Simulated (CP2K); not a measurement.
## GaN under changes of volume

One of the cells (11.444 Å³/atom); the others are scaled copies at fixed shape and fractional positions:

```
Ga N
1.0
     3.18693    0.00000    0.00000
     1.59347    2.75996    0.00000
     1.59347    0.91999    2.60212
Ga N
1 1
Direct
  0.00000 0.00000 0.00000
  0.25000 0.25000 0.25000
```

The cell is a database's computed one.

| Property | Result |
| --- | --- |
| Program | CP2K 2026.2 |
| Functional | PBEsol |
| Potentials or basis | POTENTIAL_UZH Ga GTH-PBE-q13, N GTH-PBE-q5; DZVP-MOLOPT-PBE-GTH basis |
| Density cutoff | 6123 eV |
| k mesh | 10 × 10 × 10 |
| Occupations | fermi-dirac, width 0.05 eV |
| Spin | no spin polarisation |

| volume (Å³/atom) | energy over the lowest point (meV/atom) | pressure (GPa) | gap on the mesh (eV) |
| --- | --- | --- | --- |
| 10.757 | 40.02 | 15.8 | 1.99 |
| 10.986 | 17.84 | 10.6 | 1.86 |
| 11.215 | ? | ? | ? |
| 11.444 | 0.20 | 2.0 | 1.60 |
| 11.673 | 0.00 | -1.7 | 1.47 |
| 11.902 | 4.76 | -4.9 | 1.35 |
| 12.131 | 13.98 | -7.9 | 1.23 |

Problem. What does the run at 11.215 Å³/atom give?

Solution. Energy over the lowest point 5.94 meV/atom; pressure 6.1 GPa; gap on the mesh 1.72 eV.

Worked out: A Birch-Murnaghan fit of order 3 (a polynomial in V^(-2/3)) to the other rows has its minimum at 11.54 Å³/atom with B0 = V·E''(V) = 188 GPa (rough, since the energies scatter). It gives 5.33 meV/atom at 11.215 Å³/atom, against the run's 5.94, and -dE/dV = 6.3 GPa, against 6.1. A straight line through the other rows of the gap, of slope -6.34 eV per unit of ln V (its deformation potential), gives 1.73 eV, against the run's 1.72.

Energies are extrapolated to zero smearing.

Caveats: the potentials were made for another functional, which shifts forces and pressure; the basis of atomic orbitals isn't converged, which shifts pressures, moduli and gaps; the real-space grid breaks the cell's symmetry a little (some runs).

Spin-orbit coupling on Ga is left out.
